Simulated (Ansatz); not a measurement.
# TiO2: the cost of one run

Method: DFT PBE, scalar-relativistic, plane waves, PAW, in Ansatz 0.2.0.

## (1) The structure to begin with

Symmetry: C2/c, No. 15, monoclinic system. Conventional cell: a = 5.412 Å, b = 5.413 Å, c = 5.472 Å, α = 90.00°, β = 118.77°, γ = 90.00°. Ti (site symmetry 2) is surrounded by 6 O at 1.93 to 2.00 Å. Around O (site symmetry 1) lie 3 Ti at 1.93 to 2.00 Å.

Cell or atoms stand a little off a more symmetric structure (I4_1/amd at a tolerance of 0.3 Å), so results at this geometry aren't those of that ideal crystal.

Coordinates:

```
CELL_PARAMETERS angstrom
2.70603 -2.70666 0.00000
2.70603 2.70666 0.00000
-2.63353 0.00000 4.79664
ATOMIC_POSITIONS crystal
Ti 0.13411 0.86589 0.25000
Ti 0.86589 0.13411 0.75000
O 0.33122 0.08876 0.66715
O 0.66878 0.91124 0.33285
O 0.91124 0.66878 0.83285
O 0.08876 0.33122 0.16715
```

Source of the structure: the Materials Project (structure only).

(A quick probe on a coarse mesh, which set the mesh and smearing, is not shown.)

## (3) Relaxing cell and atoms

File input.yaml:

```yaml
crystal:
  lattice:
    - [2.706034, -2.706655, 0.0]
    - [2.706034, 2.706655, 0.0]
    - [-2.633531, 0.0, 4.796637]
  atoms:
    - { symbol: Ti, position: [0.13411, 0.86589, 0.25] }
    - { symbol: Ti, position: [0.86589, 0.13411, 0.75] }
    - { symbol: O, position: [0.331221, 0.088755, 0.667149] }
    - { symbol: O, position: [0.668779, 0.911245, 0.332851] }
    - { symbol: O, position: [0.911245, 0.668779, 0.832851] }
    - { symbol: O, position: [0.088755, 0.331221, 0.167149] }
basis:
  ecutwfc: 420
kpoints:
  mp_grid: { grid: [8, 8, 6] }
hamiltonian:
  xc: pbe
scf:
  occupations: { method: gaussian, width: 0.02 }
output:
  forces: true
  stress: true
  eigenvalues: true
relax:
  adjacent_minimum: "off"
  f_tol: 0.005
  max_steps: 80
  cell: { stress_tol: 0.05 }
```

Run with:

```console
> ansatz run input.yaml --threads 1 --pin off --max-ram 2560MiB --backend cpu --events-out ev --progress --plain --runs-dir out
```

**Question.** How long does this run take on 1 thread of AMD EPYC 7R43 (Zen 3), shared host, and how much memory does it need?

About 75 s, with a peak of 0.54 GiB.
